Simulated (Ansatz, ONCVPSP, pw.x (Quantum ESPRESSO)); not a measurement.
## silicon (Si): does the ONCV potential hold in the solid?

ONCVPSP 4.0.1.1 (patched build) input, shortened (lines: element, Z, core and valence counts, functional; n l f; lmax; l rc ep ncon nbas qcut; lloc lpopt rc5 dvloc0; l nproj debl; icmod fcfact rcfact), PBE, scalar-relativistic:

```
  Si 14.00    3    2        4      upf
    1    0    2.00
    2    0    2.00
    2    1    6.00
    3    0    2.00
    3    1    2.00
    2
    0    1.95    0.00    4    8    4.30
    1    1.75    0.00    4    9    4.60
    2    2.10    0.02    4    8    4.40
    4    3    1.40    2.50
    0    3    0.60
    1    2    2.50
    2    2    1.60
    3    3.00    1.05
```

Crystal test: fcc Si in pw.x 7.5, no spin, 15³ k-points, Fermi–Dirac smearing 0.01 Ry, cutoffs 50/200 Ry. The lattice is a test structure that the element need not adopt, and mesh and smearing are coarse.

pw.x input:

```
&control
  calculation='scf', prefix='x', pseudo_dir='./', outdir='./tmp', tstress=.true., disk_io='none'
/
&system
  ibrav=0, nat=1, ntyp=1, ecutwfc=50, ecutrho=200, nbnd=9,
  occupations='smearing', smearing='fd', degauss=0.01
/
&electrons
  conv_thr=1e-09, mixing_beta=0.4, electron_maxstep=70
/
ATOMIC_SPECIES
Si 1.0 Si.UPF
CELL_PARAMETERS angstrom
  0.00000000 1.93209559 1.93209559
  1.93209559 0.00000000 1.93209559
  1.93209559 1.93209559 0.00000000
ATOMIC_POSITIONS crystal
Si 0.0000 0.0000 0.0000
K_POINTS automatic
15 15 15 0 0 0
```

```bash
pw.x < Si.scf.in > Si.scf.out
```

Problem. How does the run end?

Solution. It converges; the pressure is 0.86 GPa against 0.32 GPa from all-electron LAPW.  The log shows:

```
     using ibrav=0 with symmetry is DISCOURAGED, use correct ibrav instead
     lattice parameter (alat)  =       5.1635  a.u.
     unit-cell volume          =      97.3447 (a.u.)^3
     number of electrons       =         4.00
     number of Kohn-Sham states=            9
     kinetic-energy cutoff     =      50.0000  Ry
     charge density cutoff     =     200.0000  Ry
     scf convergence threshold =      1.0E-09
     Exchange-correlation= PBE
     number of k points=   120  Fermi-Dirac smearing, width (Ry)=  0.0100
     iteration #  1     ecut=    50.00 Ry     beta= 0.40
     total energy              =      -8.04612371 Ry
     estimated scf accuracy    <       0.00402245 Ry
     iteration #  2     ecut=    50.00 Ry     beta= 0.40
     total energy              =      -8.04569794 Ry
     estimated scf accuracy    <       0.00125317 Ry
     iteration #  3     ecut=    50.00 Ry     beta= 0.40
     total energy              =      -8.04574786 Ry
     estimated scf accuracy    <       0.00000319 Ry
     iteration #  4     ecut=    50.00 Ry     beta= 0.40
     total energy              =      -8.04574935 Ry
     estimated scf accuracy    <       0.00000001 Ry
     iteration #  5     ecut=    50.00 Ry     beta= 0.40
     total energy              =      -8.04574937 Ry
     estimated scf accuracy    <          2.6E-09 Ry
     iteration #  6     ecut=    50.00 Ry     beta= 0.40
     the Fermi energy is    10.7956 ev
!    total energy              =      -8.04574937 Ry
     estimated scf accuracy    <          2.2E-11 Ry
     smearing contrib. (-TS)   =      -0.00201399 Ry
     The total energy is F=E-TS. E is the sum of the following terms:
     one-electron contribution =       4.65524719 Ry
     hartree contribution      =       0.03062588 Ry
     xc contribution           =      -2.68370987 Ry
     ewald contribution        =     -10.04589857 Ry
     convergence has been achieved in   6 iterations
          total   stress  (Ry/bohr**3)                   (kbar)     P=        8.63
     Message from routine punch:
     Nothing written, as per user request (disk_io='none')
```
